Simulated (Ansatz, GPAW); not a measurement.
## One calculation of LiCl, 3 ways

```xyz
2
Lattice="0.0000 2.5648 2.5648 2.5648 0.0000 2.5648 2.5648 2.5648 0.0000" Properties=species:S:1:pos:R:3 pbc="T T T"
Cl    2.5648    2.5648    2.5648
Li    0.0000    0.0000    0.0000
```

Alike in all runs: task single point; functional PBE; k mesh 9 × 9 × 9; occupations gaussian, width 0.015 eV; no spin polarisation; no spin-orbit coupling. Pressure is positive in compression and, in plane waves, holds the error of the finite cutoff, which Ansatz's Pulay term estimates and takes out.

| program and potentials | plane-wave cutoff (eV) | notes | pressure (GPa) |
| --- | --- | --- | --- |
| Ansatz, Ansatz PAW | 420 | 5 valence electrons an atom on average | 0.40 |
| GPAW, GPAW PAW data sets (gpaw-data 1.2.1) | 800 | 4 valence electrons an atom on average | 0.51 |
| Ansatz, all-electron LAPW, scalar-relativistic | - | - | 0.40 |

The pressure spans 0.40 (Ansatz, Ansatz PAW) to 0.51 GPa (GPAW, GPAW PAW data sets (gpaw-data 1.2.1)), with all-electron results at 0.40.

Differences between rows come from potentials, basis sets and numerical settings, since the functional is the same but for its coding. Runs on potential files found faulty are left out.
